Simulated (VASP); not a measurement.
Set up this calculation in VASP 6.6.1, as the native input.

* Task: single point
* Functional: PBE
* Potentials or basis: VASP PAW PBE potentials, release 64 (Al, Ni)
* Cutoff: 520 eV
* k mesh: 20 × 20 × 18
* Occupations: gaussian, width 0.15 eV
* Spin: no spin polarisation
* Dipole correction: no
* Further INCAR settings: ALGO = Fast; EDIFF = 1e-06; NBANDS = 14

The structure of AlNi lies in POSCAR:

```
AlNi
1.0
    1.9652547526     -1.9799495047      0.0000000000
    1.9652547526      1.9799495047      0.0000000000
    0.0000000000      0.0000000000      3.0162175332
Al Ni
1 1
Direct
    0.0000000000      0.0000000000      0.0000000000
    0.5000000000      0.5000000000      0.5000000000
```

The cell comes from a database or a generator and needn't be the stable form of this composition.

One way to write it, as run:

INCAR

```
SYSTEM = AlNi
ALGO     = Fast           ! electronic algorithm
EDIFF    = 1E-6           ! SCF threshold, eV
ENCUT    = 520            ! plane-wave cutoff, eV
GGA      = PE             ! functional
ISIF     = 2              ! what is computed and relaxed
ISMEAR   = 0              ! smearing method
LASPH    = .True.         ! aspherical terms in the spheres
LCHARG   = .False.        ! write CHGCAR
LREAL    = .False.        ! projectors in reciprocal space
LWAVE    = .False.        ! write WAVECAR
NBANDS   = 14             ! bands
NELM     = 100            ! most SCF steps
PREC     = Accurate       ! precision mode
SIGMA    = 0.15           ! smearing width, eV
```

KPOINTS

```
k-points
0
Gamma
  20 20 18
  0 0 0
```

Potentials or basis: VASP PAW PBE potentials, release 64 (Al, Ni).

The run is started by

```sh
$ cat potpaw_PBE.64/Al/POTCAR potpaw_PBE.64/Ni/POTCAR > POTCAR
$ mpirun -np 1 vasp_std > vasp.out
```

It gave:

```json
{
  "Pressure": "5.5 GPa",
  "Band gap on the k mesh": "none (metal or under the smearing width)"
}
```

Wall time 2.8 min on 1 thread of Intel(R) Xeon(R) 6975P-C (Granite Rapids), with other jobs on the host, peak memory 0.46 GiB.
